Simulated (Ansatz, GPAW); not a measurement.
# MgS: 6 runs at one level of theory

```
S Mg
1.0
     0.00000    2.83312    2.83312
     2.83312    0.00000    2.83312
     2.83312    2.83312    0.00000
S Mg
1 1
Direct
  0.25000 0.25000 0.25000
  0.00000 0.00000 0.00000
```

The cell comes from a database or a generator and needn't be the stable form of this composition.

Alike in all runs: task equation of state; functional PBEsol; k mesh 8 × 8 × 8; occupations fermi-dirac, width 0.05 eV; no spin polarisation; no spin-orbit coupling.

```
                                program and potentials  plane-wave cutoff (eV)                                                 notes  equilibrium volume (Å³/atom)  bulk modulus (GPa)
                          Ansatz, PseudoDojo stringent                    1143                               potentials made for PBE                         22.58                57.7
Ansatz, Ansatz PAW (files of its older set among them)                     620  potentials made for PBE, which Ansatz adapts in part                         22.56                57.7
                                       Ansatz, JTH PAW                     900                               potentials made for PBE                         22.56                57.7
     GPAW, PAW data sets generated for this functional                     800                                                     -                         22.60                57.9
        Ansatz, all-electron LAPW, scalar-relativistic                       -                                                     -                         22.56                57.7
                                    Ansatz, Ansatz PAW                     420  potentials made for PBE, which Ansatz adapts in part                         22.57                57.7
```

The equilibrium volume spans 22.56 (Ansatz, all-electron LAPW, scalar-relativistic) to 22.60 Å³/atom (GPAW, PAW data sets generated for this functional), with all-electron results at 22.56. The bulk modulus spans 57.7 (Ansatz, PseudoDojo stringent) to 57.9 GPa (GPAW, PAW data sets generated for this functional), with all-electron results at 57.7.

The functional is the same throughout but for its coding, so the spread measures potentials, basis and numerics; runs on potential files found faulty are left out.
